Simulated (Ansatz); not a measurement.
# What strain does to ZnS (wurtzite)

ZnS in the wurtzite structure, relaxed with r2SCAN in Ansatz. The symmetry is P6_3mc (No. 186, hexagonal); conventional cell a = 3.805 Å, c = 6.244 Å, 19.58 Å³ an atom. Zn is surrounded by 4 S at 2.33–2.34 Å; S is surrounded by 4 Zn at 2.33–2.34 Å.

The axes x, y and z are those of this cell:
```
CELL_PARAMETERS angstrom
3.80545 0.00000 0.00000
-1.90273 3.29562 0.00000
0.00000 0.00000 6.24399
ATOMIC_POSITIONS crystal
Zn 0.33333 0.66667 0.00034
Zn 0.66667 0.33333 0.50034
S 0.33333 0.66667 0.37466
S 0.66667 0.33333 0.87466
```

Unstrained: The PBE gap is direct at Γ: 2.213 eV. r2SCAN gives a direct gap of 2.781 eV at Γ. With HSE06 the gap is 3.444 eV and direct, at Γ. Meshes: PBE 12×12×4, r2SCAN 12×12×4, HSE06 6×6×4. Strains are changes of length per length. After each strain the atoms were relaxed again with r2SCAN within the symmetry that the strain leaves, so tilts or polar shifts that break it weren't tested; points keep the names that they have in the unstrained zone. The values are computed, spin-unpolarised, and not measurements.

Changes of the least gap in eV (an overlap counts as a negative gap):

| strain | volume change (%) | space group | PBE | r2SCAN | HSE06 | energy rise, r2SCAN (meV/atom) |
| --- | --- | --- | --- | --- | --- | --- |
| epitaxial -4.0 % in the xy plane, free normal strain +2.50 % | -5.5 | P6_3mc | -0.078 | -0.093 | -0.086 | 33.6 |
| epitaxial -3.0 % in the xy plane, free normal strain +1.86 % | -4.2 | P6_3mc | -0.027 | -0.036 | -0.031 | 18.7 |
| epitaxial -2.0 % in the xy plane, free normal strain +1.23 % | -2.8 | P6_3mc | 0.000 | -0.003 | 0.000 | 8.2 |
| epitaxial -1.0 % in the xy plane, free normal strain +0.60 % | -1.4 | P6_3mc | +0.009 | +0.008 | +0.010 | 2.0 |
| epitaxial +1.0 % in the xy plane, free normal strain -0.53 % | +1.5 | P6_3mc | -0.027 | -0.029 | -0.031 | 1.9 |
| epitaxial +2.0 % in the xy plane, free normal strain -1.09 % | +2.9 | P6_3mc | -0.116 | -0.122 | -0.131 | 7.4 |
| epitaxial +3.0 % in the xy plane, free normal strain -1.69 % | +4.3 | P6_3mc | -0.212 | -0.223 | -0.236 | 16.5 |
| epitaxial +4.0 % in the xy plane, free normal strain -2.24 % | +5.7 | P6_3mc | -0.304 | -0.321 | -0.338 | 28.8 |

Epitaxial -4.0 % in the xy plane, free normal strain +2.50 %. HSE06: the gap goes from 3.444 to 3.358 eV (-0.086 eV). Stress change with r2SCAN, compression positive: xx +7.14, yy +7.14, zz -0.03 GPa.

Epitaxial -3.0 % in the xy plane, free normal strain +1.86 %. HSE06: the gap goes from 3.444 to 3.413 eV (-0.031 eV). Stress change with r2SCAN, compression positive: xx +5.21, yy +5.21, zz -0.03 GPa.

Epitaxial -2.0 % in the xy plane, free normal strain +1.23 %. HSE06: the gap goes from 3.444 to 3.444 eV (0.000 eV); with r2SCAN the top three valence levels at Γ, grouped 2+1 from the top over 85 meV, become 2+1 over 281 meV. Stress change with r2SCAN, compression positive: xx +3.38, yy +3.38, zz -0.03 GPa.

Epitaxial -1.0 % in the xy plane, free normal strain +0.60 %. HSE06: the gap goes from 3.444 to 3.454 eV (+0.010 eV); with r2SCAN the top three valence levels at Γ, grouped 2+1 from the top over 85 meV, become 2+1 over 176 meV. Stress change with r2SCAN, compression positive: xx +1.64, yy +1.64, zz +0.01 GPa.

Epitaxial +1.0 % in the xy plane, free normal strain -0.53 %. HSE06: the gap goes from 3.444 to 3.413 eV (-0.031 eV); with r2SCAN the top three valence levels at Γ, grouped 2+1 from the top over 85 meV, become 2+1 over 10 meV. Stress change with r2SCAN, compression positive: xx -1.59, yy -1.59, zz -0.05 GPa.

Epitaxial +2.0 % in the xy plane, free normal strain -1.09 %. HSE06: the gap goes from 3.444 to 3.313 eV (-0.131 eV); with r2SCAN the top three valence levels at Γ, grouped 2+1 from the top over 85 meV, become 1+2 over 57 meV. Stress change with r2SCAN, compression positive: xx -3.04, yy -3.04, zz -0.08 GPa.

Epitaxial +3.0 % in the xy plane, free normal strain -1.69 %. HSE06: the gap goes from 3.444 to 3.208 eV (-0.236 eV); with r2SCAN the top three valence levels at Γ, grouped 2+1 from the top over 85 meV, become 1+2 over 115 meV. Stress change with r2SCAN, compression positive: xx -4.37, yy -4.37, zz -0.02 GPa.

Epitaxial +4.0 % in the xy plane, free normal strain -2.24 %. HSE06: the gap goes from 3.444 to 3.106 eV (-0.338 eV); with r2SCAN the top three valence levels at Γ, grouped 2+1 from the top over 85 meV, become 1+2 over 160 meV. Stress change with r2SCAN, compression positive: xx -5.61, yy -5.61, zz -0.02 GPa.

The meshes of the hybrids are coarse, so their gaps aren't converged to the digits shown.

The splittings at Γ are without spin-orbit coupling, which regroups them where it is of like size.
